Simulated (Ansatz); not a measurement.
**TaN: phonons and Grüneisen parameters**

How does the lattice vibrate, and how do the modes shift with volume? Displacements sample a 1×1×1 mesh. Runs: reference run (LAPW); volume scaled by 0.985 (LAPW). Companion runs by PAW are cited.

Program: Ansatz 0.2.0. Level of theory: DFT LDA, all-electron LAPW, scalar-relativistic unless said. These are calculated values, not measurements.

1 further run of the same task is left out (it didn't finish).

### Step 1. The system as given

Symmetry: P6_3mc, No. 186, hexagonal system. The conventional cell has a = 3.104 Å, b = 3.104 Å, c = 6.010 Å, α = 90.00°, β = 90.00°, γ = 120.00°. Ta (site symmetry 3m) is surrounded by 4 N at 1.96 to 2.08 Å. N (site symmetry 3m) has 4 Ta at 1.96 to 2.08 Å as nearest neighbours.

Coordinates:

```
Ta N
1.0
     3.10394    0.00000    0.00000
    -1.55197    2.68809    0.00000
     0.00000    0.00000    6.01018
Ta N
2 2
Direct
  0.33333 0.66667 0.02968
  0.66667 0.33333 0.52968
  0.33333 0.66667 0.35532
  0.66667 0.33333 0.85532
```

Cartesian axes are those of the input's lattice vectors. The structure goes back to a database entry.

### Step 2. Reference run, LAPW

input.yaml

```yaml
crystal:
  lattice:
    - [3.10394244856, 0.0, 0.0]
    - [-1.55197122428, 2.68809301234, 0.0]
    - [0.0, 0.0, 6.01018218049]
  atoms:
    - { symbol: Ta, position: [0.333333333333, 0.666666666667, 0.02968202606] }
    - { symbol: Ta, position: [0.666666666667, 0.333333333333, 0.52968202606] }
    - { symbol: "N", position: [0.333333333333, 0.666666666667, 0.35531797394] }
    - { symbol: "N", position: [0.666666666667, 0.333333333333, 0.85531797394] }
kpoints:
  mp_grid: { grid: [12, 12, 8] }
scf:
  occupations: { method: fermi_dirac, width: 0.1 }
hamiltonian:
  xc: lda
  pseudopotentials: { kind: all_electron, lapw: { basis_error: 0.001 } }
phonons:
  supercell: [1, 1, 1]
```

Command:

```sh
$ ansatz run input.yaml --threads 1 --pin off --max-ram 3072MiB --backend cpu --events-out ev --progress --plain --runs-dir out
```

### Step 3. Volume scaled by 0.985, LAPW

input.yaml

```yaml
crystal:
  lattice:
    - [3.08834448456, 0.0, 0.0]
    - [-1.54417224228, 2.67458477927, 0.0]
    - [0.0, 0.0, 5.97997975025]
  atoms:
    - { symbol: Ta, position: [0.333333333333, 0.666666666667, 0.029651301721] }
    - { symbol: Ta, position: [0.666666666667, 0.333333333333, 0.529651301721] }
    - { symbol: "N", position: [0.333333333333, 0.666666666667, 0.355348698279] }
    - { symbol: "N", position: [0.666666666667, 0.333333333333, 0.855348698279] }
kpoints:
  mp_grid: { grid: [12, 12, 8] }
scf:
  occupations: { method: fermi_dirac, width: 0.1 }
hamiltonian:
  xc: lda
  pseudopotentials: { kind: all_electron, lapw: { basis_error: 0.001 } }
phonons:
  supercell: [1, 1, 1]
```

(Steps that only read results are left out.)

**Question.** What will these runs give? Wanted: highest mode on the mesh, without the LO shift; optical modes at Γ.

As calculated:

| quantity | value |
| --- | --- |
| highest mode on the mesh, without the LO shift (LAPW) | 672 cm⁻¹ |
| optical modes at Γ | 82 (E2), 182 (B1), 380 (E2), 503 (E1), 600 (B1), 672 (A1) cm⁻¹ |

No mode at Γ is unstable, and no other wavevector was sampled; the highest lies at 672 cm⁻¹ by LAPW. PAW differs from LAPW by at most 3.6 cm⁻¹. Each set of modes is computed in the harmonic approximation. Cautions: responses of metals move with mesh and smearing; no spin-orbit coupling on heavy atoms; zone-boundary modes aren't tested.
